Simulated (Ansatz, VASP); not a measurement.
# Two plane-wave programs on SiC

```
Si C
1.0
     0.00000    2.28705    2.17814
     2.28705    0.00000    2.17814
     2.28705    2.28705    0.00000
Si C
1 1
Direct
  0.00000 0.00000 0.00000
  0.75000 0.75000 0.75000
```

Change from the starting cell: strain +0.050 along x and y, +0.000 along z, atoms carried along.

Alike in both runs: task single point; functional r2SCAN; k mesh 10 × 10 × 10; occupations gaussian, width 0.05 eV; no spin polarisation.

|  | VASP | Ansatz |
| --- | --- | --- |
| version | VASP 6.6.1 | Ansatz 0.2.0 |
| potentials or method | VASP PAW PBE potentials, release 64 (Si, C) | scalar-relativistic, plane waves, PAW |
| plane-wave cutoff (eV) | 520 | 500 |
| valence electrons in the cell | 8 | 8 |

```csv
,VASP,Ansatz,Ansatz less VASP
gap on the k mesh at the Fermi level (eV),1.30,1.29,-0.008
least direct gap on the mesh (eV),4.87,4.86,-0.011
pressure (GPa),-18.5,-18.4,+0.10
largest component of the traceless stress (GPa),8.05,8.02,-0.030
```

Caveats: so large a pressure means that the cell lies far from this level's equilibrium, or that cutoff or potentials fall short (VASP); the potentials were made for another functional, which shifts forces and pressure (VASP). A k mesh can miss the band edges.
